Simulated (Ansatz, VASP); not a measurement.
**ZnS (Wurtzite-2H) in VASP and in Ansatz**

```
Zn S
1.0
     3.81100    0.00000    0.00000
    -1.90550    3.30042    0.00000
     0.00000    0.00000    6.23400
Zn S
2 2
Direct
  0.66667 0.33333 0.50000
  0.33333 0.66667 0.00000
  0.66667 0.33333 0.88500
  0.33333 0.66667 0.38500
```

Alike in both runs: task relaxation of cell and atoms; functional BLYP; dispersion D3(BJ); k mesh 8 × 8 × 5; occupations fermi-dirac, width 0.05 eV; no spin polarisation.

|  | VASP | Ansatz |
| --- | --- | --- |
| version | VASP 6.6.1 | Ansatz 0.2.0 |
| potentials or method | VASP PAW PBE potentials, release 64 (Zn, S) | Ansatz PAW |
| plane-wave cutoff (eV) | 600 | 420 |
| valence electrons in the cell | 36 | 36 |

|  | VASP | Ansatz | Ansatz less VASP |
| --- | --- | --- | --- |
| gap on the k mesh at the Fermi level, each at its own relaxed structure (eV) | 2.21 | 2.18 | -0.028 |
| relaxed volume (Å³/atom) | 19.58 | 19.55 | -0.030 |
| relaxed cell length with the largest relative difference (Å) | 3.801 | 3.798 | -0.0024 |
| energy change over the relaxation (meV/atom) | -6 | -6 | 0.0 |

Caveats: the PAW data sets were made with another functional, which shifts forces and pressure a little (VASP); odd divisions of the mesh miss points on the zone boundary, where band edges often lie, so the gap on the mesh can be too wide (Ansatz); the plane-wave basis is chosen anew once the cell has moved, so the energies of steps on either side of that aren't comparable (Ansatz); the PAW data sets come from PBE, with cores solved anew for the run's functional, which leaves a small shift of forces and pressure (Ansatz).
